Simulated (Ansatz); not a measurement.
Si: pressure coefficient of the gap from its deformation potential

These are results of DFT r2SCAN, scalar-relativistic, plane waves, PAW (Ansatz 0.2.0), not measurements. Cutoff 500 eV, mesh 12×12×6 in the first runs.

The relaxed cell is P6_3/mmc with a = 3.832 Å, c = 6.342 Å. An equation of state gives B0 = 96.5 GPa at V0 = 20.164 Å³/atom, and gaps on the k mesh of 0.543 eV at 19.556 Å³/atom, 0.608 eV at 20.161 Å³/atom, 0.666 eV at 20.766 Å³/atom.

Predict dE_g/dP at zero pressure, and compare with cells relaxed under pressure.

A parabola in ln V through the three points has the slope a = dE_g/d ln V = 2.06 eV at V0. Since dP = −B d ln V, dE_g/dP = −a/B = -21.3 meV/GPa. Separate runs under pressure gave gaps (over the zone) of 0.628 eV at -0.93 GPa, 0.608 eV at 0.01 GPa, 0.587 eV at 0.97 GPa, a slope of -21.8 meV/GPa at zero. The two routes agree within 0.5 meV/GPa. Compression narrows this gap. Pressure coefficients of semilocal functionals are as a rule better than their gaps.

This form isn't the element's structure at ambient conditions.

The gap of this hexagonal-diamond silicon falls under compression, although shorter bonds would by themselves widen the splitting between bonding and antibonding states. The sign depends on which conduction valley forms the band edge. In tetrahedral semiconductors the s-like antibonding states at the zone centre rise steeply with pressure relative to the valence top, whereas valleys derived from the cubic X point sink slightly. The negative coefficient therefore suggests an indirect gap with an X-derived minimum, probably at M in the hexagonal zone. The equal mesh and zone gaps of 0.608 eV near equilibrium fit an edge at such a high-symmetry point, but don't identify it.

The agreement between -21.3 and -21.8 meV/GPa shows that the volume derivative and the bulk modulus together capture the linear response to hydrostatic pressure. It is a check of internal consistency, not of accuracy against experiment. Nor can the slope be extrapolated to a closing of the gap, since tetrahedral silicon gives way to denser metallic phases under sufficient compression.
